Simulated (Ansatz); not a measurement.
GeO₂ (rutile)

```
GeO2
1.0
    4.48750     0.00000     0.00000
    0.00000     4.48750     0.00000
    0.00000     0.00000     2.90497
Ge O
2 4
Direct
  0.00000   0.00000   0.00000
  0.50000   0.50000   0.50000
  0.30714   0.30714   0.00000
  0.80714   0.19286   0.50000
  0.19286   0.80714   0.50000
  0.69286   0.69286   0.00000
```

Scan: atom 5 (O, nearest neighbour Ge at 1.899 Å; its periodic images, 2.9 Å or more away, move with it) is displaced along Cartesian x, direction (1.000, 0.000, 0.000) in Cartesian axes, by s. The other atoms stay.

Calculation: PBE (plane waves to 420 eV, PAW, scalar-relativistic; Ansatz, a program for electronic structure). k mesh 6×6×9 (Γ-centred), Fermi-Dirac smearing 0.05 eV. E stands for the smeared free energy. GeO2 was relaxed with its symmetry unable to fall. ΔE is measured from the undisplaced structure.

```tsv
s (Å)	ΔE (meV/cell)
-0.570	2192
-0.456	1440
-0.342	827
-0.228	374
-0.114	94
0.000	0
0.114	96
0.228	withheld
0.342	872
0.456	1567
0.570	2479
```

**Question.** Fit a polynomial form (powers 2, 3, 4) to the given rows and predict ΔE at s = 0.228.

**Answer.** Least squares on the 10 given rows: ΔE = (7313)·s² + (745.7)·s³ + (-386.8)·s⁴, in meV/cell with s in Å; root-mean-square residual 5.3 meV/cell. At 0.228 the fit gives 388 meV/cell; the calculation gives 385 meV/cell, so the interpolation is off by 3 (+0.8 %). The quadratic term alone would give 380 meV/cell.

(For displaced atoms, the force is minus the slope of the energy, and its curvature is a force constant, which sets phonon frequencies.)
